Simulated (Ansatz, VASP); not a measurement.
## ZnSe: VASP beside Ansatz

```
CELL_PARAMETERS angstrom
0.00000 2.73790 2.73790
2.73790 0.00000 2.73790
2.73790 2.73790 0.00000
ATOMIC_POSITIONS crystal
Zn 0.00000 0.00000 0.00000
Se 0.75000 0.75000 0.75000
```

Alike in both runs: functional LDA; k mesh 8 × 8 × 8; no spin polarisation.

Ansatz relaxed the structure, and its values are those at the end. VASP's run is a single point on that final structure, the one shown.

|  | VASP | Ansatz |
| --- | --- | --- |
| version | VASP 6.6.1 | Ansatz 0.2.0 |
| potentials or method | VASP PAW LDA potentials, release 64 (Zn, Se) | PAW with Ansatz's default frozen-core files, scalar-relativistic |
| plane-wave cutoff (eV) | 520 | 420 |
| occupations | gaussian, width 0.01 eV | fixed |
| valence electrons in the cell | 18 | 28 |

VASP gave:

- pressure (GPa): 4.4

Task: Which values does Ansatz return?

Result: Pressure (GPa): 4.0.

The two sets of potentials don't hold the same shells in valence.
